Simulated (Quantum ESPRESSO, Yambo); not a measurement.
# Quasiparticle gap of AlAs (F-43m) in Yambo, part 2 of 3

Aim: the G0W0 gap of AlAs (F-43m) on PBE, step by step.

Quantum ESPRESSO 7.5 and Yambo 5.3.0; PBE and many-body steps on it, plane waves. Known limits of the many-body steps: not at the basis limit; exchange with frozen shells missing; no spin-orbit coupling; coarse k mesh.

So far. Step 2 (Ground state): The gap is indirect, with the least direct gap 0.61 eV higher. Step 3 (Bands along the symmetry lines): The gap is 1.436 eV, as in the run before at this level.

**4. Empty states on the mesh, 4×4×4 mesh, 300 bands**

Level of this step: DFT, PBE, plane waves, norm-conserving pseudopotentials (Quantum ESPRESSO).

The sums over transitions need many empty states on a uniform mesh; this step solves for them.

Input file pw.in:

```
&control
  calculation = 'nscf'
  prefix = 'x'
  outdir = 'o'
  pseudo_dir = 'pseudo'
/
&system
  ibrav = 0
  nat = 2
  ntyp = 2
  ecutwfc = 76.0
  nbnd = 300
  force_symmorphic = .true.
/
&electrons
  conv_thr = 1e-9
  electron_maxstep = 80
  diago_full_acc = .true.
  diago_thr_init = 5e-6
/
ATOMIC_SPECIES
  Al 26.982 Al.upf
  As 74.922 As.upf
CELL_PARAMETERS angstrom
  0.0000000000 2.8304000000 2.8304000000
  2.8304000000 0.0000000000 2.8304000000
  2.8304000000 2.8304000000 -0.0000000000
ATOMIC_POSITIONS crystal
  Al 0.0000000000 0.0000000000 0.0000000000
  As 0.2500000000 0.2500000000 0.2500000000
K_POINTS automatic
  4 4 4 0 0 0
```

Run with:

```sh
$ OMP_NUM_THREADS=1 mpirun -n 4 pw.x -nk 4 -in pw.in > pw.out
```

The log of the run:

```text
[banner, memory and clock lines left out]
Program PWSCF v.7.5 starts

     Atomic positions and unit cell read from directory:
     o/x.save/

     Message from routine setup:
     using ibrav=0 with symmetry is DISCOURAGED, use correct ibrav instead

     G-vector sticks info

     bravais-lattice index     =            0
     lattice parameter (alat)  =       7.5642  a.u.
     unit-cell volume          =     306.0343 (a.u.)^3
     number of atoms/cell      =            2
     number of atomic types    =            2
     number of electrons       =        18.00
     number of Kohn-Sham states=          300
     kinetic-energy cutoff     =      76.0000  Ry
     charge density cutoff     =     304.0000  Ry
     Exchange-correlation= PBE
                           (   1   4   3   4   0   0   0)

     celldm(1)=   7.564177  celldm(2)=   0.000000  celldm(3)=   0.000000
     celldm(4)=   0.000000  celldm(5)=   0.000000  celldm(6)=   0.000000

     crystal axes: (cart. coord. in units of alat)
               a(1) = (   0.000000   0.707107   0.707107 )
               a(2) = (   0.707107   0.000000   0.707107 )
               a(3) = (   0.707107   0.707107  -0.000000 )

     reciprocal axes: (cart. coord. in units 2 pi/alat)
               b(1) = ( -0.707107  0.707107  0.707107 )
               b(2) = (  0.707107 -0.707107  0.707107 )
               b(3) = (  0.707107  0.707107 -0.707107 )
     Pseudo is Norm-conserving + core correction, Zval =  3.0
     Generated using ONCVPSP code by D. R. Hamann
     Using radial grid of 1876 points,  6 beta functions with:
     Pseudo is Norm-conserving + core correction, Zval = 15.0
     Generated using ONCVPSP code by D. R. Hamann
     Using radial grid of 1358 points,  6 beta functions with:
     Al                3.00    26.98200     Al( 1.00)
     As               15.00    74.92200     As( 1.00)

     24 Sym. Ops. (no inversion) found

   Cartesian axes

     site n.     atom                  positions (alat units)
         1        Al     tau(   1) = (   0.0000000   0.0000000   0.0000000  )
         2        As     tau(   2) = (   0.3535534   0.3535534   0.3535534  )

     number of k points=     8
                       cart. coord. in units 2pi/alat
        k(    1) = (   0.0000000   0.0000000   0.0000000), wk =   0.0312500
        k(    2) = (   0.1767767   0.1767767  -0.1767767), wk =   0.2500000
        k(    3) = (  -0.3535534  -0.3535534   0.3535534), wk =   0.1250000
[...]
k(    7) = (  -0.7071068   0.0000000   0.0000000), wk =   0.0937500
        k(    8) = (  -0.7071068   0.3535534   0.0000000), wk =   0.1875000

     Dense  grid:    27317 G-vectors     FFT dimensions: (  45,  45,  45)

     The potential is recalculated from file :
     o/x.save/charge-density

     Starting wfcs are   13 randomized atomic wfcs +  287 random wfcs

     Band Structure Calculation

     End of band structure calculation

          k = 0.0000 0.0000 0.0000 (  3479 PWs)   bands (ev):

   -27.9514 -27.9514 -27.9514 -27.9402 -27.9402  -5.3642   6.5055   6.5055
     6.5055   8.5505  10.7992  10.7992  10.7992  15.3974  15.5502  15.5502
    17.9664  17.9664  17.9664  21.4165  30.2907  30.2907  30.2907  32.2058
[...]
[... 26 further rows ...]
[...]
194.0049 194.5046 194.5046 194.5046

          k = 0.1768 0.1768-0.1768 (  3428 PWs)   bands (ev):

[...]
[... 26 further rows ...]
[...]
192.0865 193.9764 193.9794 193.9794

          k =-0.3536-0.3536 0.3536 (  3426 PWs)   bands (ev):

[...]
69.8436  69.8436  71.2470  72.2975  73.3165  73.3165  74.9535  74.9535
     [... 26 further rows ...]
   194.5043 194.5043 194.6918 195.4889 196.0899 196.0934 196.0934 196.1021
   196.7523 196.7523 197.3911 197.4236

          k = 0.3536 0.0000 0.0000 (  3479 PWs)   bands (ev):

     [... further k-points ...]

     highest occupied, lowest unoccupied level (ev):     6.5055    7.9419

     XML data file, pseudopotentials, collected wavefunctions
```

Elapsed: 28 s, on 4 MPI ranks of Arm Neoverse V1, shared host; peak memory 0.58 GiB; 1.8 min of CPU time.

This step gave:

```yaml
gap: 1.436 eV
k_of_the_valence_top: 0, 0, 0
k_of_the_conduction_bottom: 0, -0.5, -0.5
least_direct_gap: 2.045 eV
k_points_computed: 8
lowest_point_of_the_top_converged_band_above_the_valence_top: 187.2229 eV
```

On this mesh the gap is 1.436 eV.

**5. Conversion and set-up**

This step: Yambo 5.3.0; conversion and set-up on PBE, plane waves, norm-conserving pseudopotentials.

The states are converted to the many-body program's format and the q mesh is built.

Run with:

```sh
$ (cd o/x.save; p2y > p2y.log; mv SAVE ../..); yambo > setup.log
```

The log of the run:

```text
 Yambo, version 5.3.0

 [02] CORE Variables Setup
 =========================

  [02.01] Unit cells
  ==================

  Cell kind             :  FCC
  Atoms in the cell     :  Al  As
  number of Al atoms    :  1
  number of As atoms    :  1

  List of atomic masses
  Mass of Al    :  26.98200
  Mass of As    :  74.92200

  List of atomic coordinates    : [cc]
  Al1       :  0.000000  0.000000  0.000000  order 1
  As1       :  2.674340  2.674340  2.674340  order 2

  Alat factors          :  5.348681  5.348681  5.348681 [a.u.]
  Direct lattice volume :  306.0343 [a.u.]
  Direct lattice vectors:  A[ 1 ]  A[ 2 ]  A[ 3 ]
   A[ 1 ]:  0.000000  1.000000  1.000000  [iru]
   0.000000  5.348681  5.348681  [cc]
   A[ 2 ]:  1.000000  0.000000  1.000000  [iru]
   5.348681  0.000000  5.348681  [cc]
   A[ 3 ]:  1.000000  1.000000 -0.000000  [iru]
   5.348681  5.348681 -0.000000  [cc]

  Recip. lattice volume :  0.810531 [a.u.]
  Recip. lattice vectors:  B[ 1 ]  B[ 2 ]  B[ 3 ]
   B[ 1 ]: -0.500000  0.500000  0.500000  [iku]
  -0.587358  0.587358  0.587358  [cc]
   B[ 2 ]:  0.500000 -0.500000  0.500000  [iku]
   0.587358 -0.587358  0.587358  [cc]
   B[ 3 ]:  0.500000  0.500000 -0.500000  [iku]
   0.587358  0.587358 -0.587358  [cc]

  [02.02] Symmetries
  ==================

  Inversion symmetry    : yes
  Spatial inversion     : no
  Inversion index       :  25
  K-space Time-reversal : yes
  Magnetic symmetries   : no
  Time-reversal derived K-space symmetries:   25   48
  Group table correct   : yes
  Symmetries units      :  [cc]

   [S  1]:   1.0000      0.42730E-17  0.42730E-17  0.42730E-17   1.0000     -0.42730E-17 -0.42730E-17 -0.42730E-17   1.0000
   [S  2]:  -1.0000     -0.42730E-17  0.42730E-17 -0.42730E-17  -1.0000     -0.42730E-17  0.42730E-17  0.42730E-17   1.0000
   [S  3]:  -1.0000      0.42730E-17 -0.42730E-17 -0.42730E-17   1.0000      0.42730E-17  0.42730E-17 -0.42730E-17  -1.0000
[...]
[S  9]:  0.42730E-17   1.0000      0.42730E-17 -0.42730E-17  0.42730E-17   1.0000       1.0000     -0.42730E-17 -0.42730E-17
   [S 10]:  0.42730E-17  -1.0000     -0.42730E-17 -0.42730E-17 -0.42730E-17  -1.0000       1.0000      0.42730E-17  0.42730E-17
     [... 36 further rows ...]
   [S*47]:   1.0000      0.42730E-17 -0.42730E-17  0.42730E-17 -0.42730E-17  -1.0000     -0.42730E-17   1.0000      0.42730E-17
   [S*48]:   1.0000     -0.42730E-17  0.42730E-17  0.42730E-17  0.42730E-17   1.0000     -0.42730E-17  -1.0000     -0.42730E-17

  [02.03] Reciprocal space
  ========================

  nG shells         :  296
  nG charge         :  27317
  nG WFs            :   4210
  nC WFs            :   3479
  G-vecs. in first 29 shells:  [ Number ]
     1    9   15   27   51   59   65   89  113
    137   169   181   229   259   283   307   331   339
    387   411   459   531   537   561   609   645   701
    725   749
  ...
  Shell energy in first 29 shells:  [ mHa ]
[...]
BZ  K-points                                      :   64

  K/Q-points units:
  rlu = crystal or reduced units; cc = cartesian coordinates; iku = interal k-units

  K [1]          [rlu]:  0.000000  0.000000  0.000000
         WF components:   3479
  K [2]          [rlu]: -0.99003E-17  0.39775E-17  0.25000
         WF components:   3428
  K [3]          [rlu]:  0.19801E-16 -0.79550E-17 -0.50000
         WF components:   3426
  K [4]          [rlu]: -0.97223E-17  0.25000      0.25000
         WF components:   3479
  K [5]          [rlu]: -0.11933E-16  0.25000     -0.50000
         WF components:   3417
  [... 2 further k-points ...]
  K [8]          [rlu]:  0.250000 -0.500000 -0.250000
         WF components:   3400

  [02.05] Energies & Occupations
  ==============================

  [X] === General ===
  [X] Electronic Temperature                        :  0.000000  0.000000 [eV K]
  [X] Bosonic    Temperature                        :  0.000000  0.000000 [eV K]
  [X] Finite Temperature mode                       : no
  [X] El. density                                   :  0.39692E+24 [cm-3]
  [X] Fermi Level                                   :  6.505537 [eV]

  [X] === Gaps and Widths ===
  [X] Conduction Band Min                           :  1.436385 [eV]
  [X] Valence Band Max                              :  0.000000 [eV]
  [X] Filled Bands                                  :   9
  [X] Empty Bands                                   :   10  300
  [X] Direct Gap                                    :  2.044983 [eV]
  [X] Direct Gap localized at k                     :  1
  [X] Indirect Gap                                  :  1.436385 [eV]
  [X] Indirect Gap between kpts                     :   1   7
  [X] Last valence band width                       :  2.822646 [eV]
  [X] 1st conduction band width                     :  2.893489 [eV]

  E @ K [1]:  [eV]
   -34.457      -34.457      -34.457      -34.446      -34.446      -11.870     -0.80844E-11 -0.69092E-11
   0.000000  2.044983  4.293654  4.293654  4.293654  8.891858  9.044653  9.044653
   11.46086  11.46086  11.46086  14.91095  23.78519  23.78519  23.78519  25.70023
  occ @ K [1]
[...]
E @ K [2]:  [eV]
[...]
occ @ K [2]
[...]
E @ K [3]:  [eV]
[...]
occ @ K [3]
[...]
E @ K [4]:  [eV]
[...]
occ @ K [4]
[...]
E @ K [5]:  [eV]
[...]
occ @ K [5]
[...]
[... 2 further k-points ...]
  E @ K [8]:  [eV]
[...]
occ @ K [8]
[...]
2.000000  0.000000  0.000000  0.000000  0.000000  0.000000  0.000000  0.000000
   0.000000  0.000000  0.000000  0.000000  0.000000  0.000000  0.000000  0.000000

 [03] Transferred momenta grid and indexing
 ==========================================

 IBZ Q-points                                      :   8
 BZ  Q-points                                      :   64

 K/Q-points units:
 rlu = crystal or reduced units; cc = cartesian coordinates; iku = interal k-units

 Q [1]          [rlu]:  0.000000  0.000000  0.000000
 Q [2]          [rlu]:  0.81056E-17  0.81056E-17  0.25000
 Q [3]          [rlu]: -0.16211E-16 -0.16211E-16 -0.50000
[...]
Q [7]          [rlu]:  0.19445E-16 -0.50000     -0.50000
 Q [8]          [rlu]:  0.250000 -0.500000 -0.250000

  [03.01] X indexes
  =================

   [03.01.01] Sigma indexes
   ========================

 [06] Game Over & Game summary
```

Elapsed: 2.7 s, on 1 MPI rank; peak memory 0.25 GiB.

(Continued in part 3 of 3.)

[Paths, hosts, dates, memory and timing lines, banners, echoed tables and standing remarks are left out of the program output.]

[Logs are printed without paths, hosts, clocks, repeated set-up lines and the standing remarks that a program may print on its own settings, such as how far it seeks lower states.]

[Runs of the session that timed out or met a known fault of the program may be left out.]

[Hosts, paths, dates, database ids (printed as entryN), source tags and the programs' standing remarks are cut or masked in the printed files.]
